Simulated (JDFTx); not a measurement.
Set up this calculation in JDFTx 1.7.0 (patched build), as the native input.

```yaml
Task: single point
Functional: PBE
Dispersion: D3(BJ)
Potentials_or_basis: PseudoDojo-SR-PBE-0.5-standard with smoothed tails
Cutoff: 925 eV
Density_cutoff: 3701 eV
k_mesh: 12 × 13 × 11
Occupations: fermi-dirac, width 0.05 eV
Spin: no spin polarisation
Local_potential_set_to_-Z/r_beyond: 6 bohr
Density_cutoff_over_wavefunction_cutoff: 4
Max_SCF_steps: 100
SCF_threshold_on_the_energy: 1e-09 Ha
Solver_of_the_electrons: scf
Further_solve_for_the_empty_bands: yes
```

Crystal: Ir.

```
Ir
1.0
     0.06447    1.83736    1.75605
     1.94181    0.07743    1.74308
     2.17282    2.05540   -0.15358
Ir
1
Direct
  0.00000 0.00000 0.00000
```

This isn't the form of Ir at room conditions, which is fcc.

One way to write it, as run:

Ir.in

```
lattice \
    0.1218292638     3.6694950198     4.1060439211 \
    3.4720991421     0.1463309236     3.8841464025 \
    3.3184514069     3.2939497659    -0.2902179966
coords-type Cartesian
ion Ir     0.0000000000     0.0000000000     0.0000000000 1

ion-species pseudo/Ir.upf
elec-cutoff 34
elec-ex-corr gga-PBE
van-der-waals D3BJ
kpoint-folding 12 13 11
elec-smearing Fermi 0.0018374661
elec-n-bands 14
electronic-SCF nIterations 100 energyDiffThreshold 1e-09
electronic-minimize nIterations 30 energyDiffThreshold 1e-7
converge-empty-states yes
forces-output-coords Cartesian

dump-name run.$VAR
dump End Ecomponents EigStats BandEigs Kpoints Forces Stress
```

Potentials or basis: PseudoDojo-SR-PBE-0.5-standard with smoothed tails.

Run with:

```sh
$ jdftx -c 1 -i Ir.in -o Ir.out
```

It gave:

```
Pressure               : 19.0 GPa
Band gap on the k mesh : none (metal or under the smearing width)
```

Caveat: pairwise dispersion overbinds metals, which lowers pressure and volume.

It took 4.1 min on 1 thread of Intel(R) Xeon(R) 6975P-C (Granite Rapids) (shared host), peak memory 0.59 GiB.
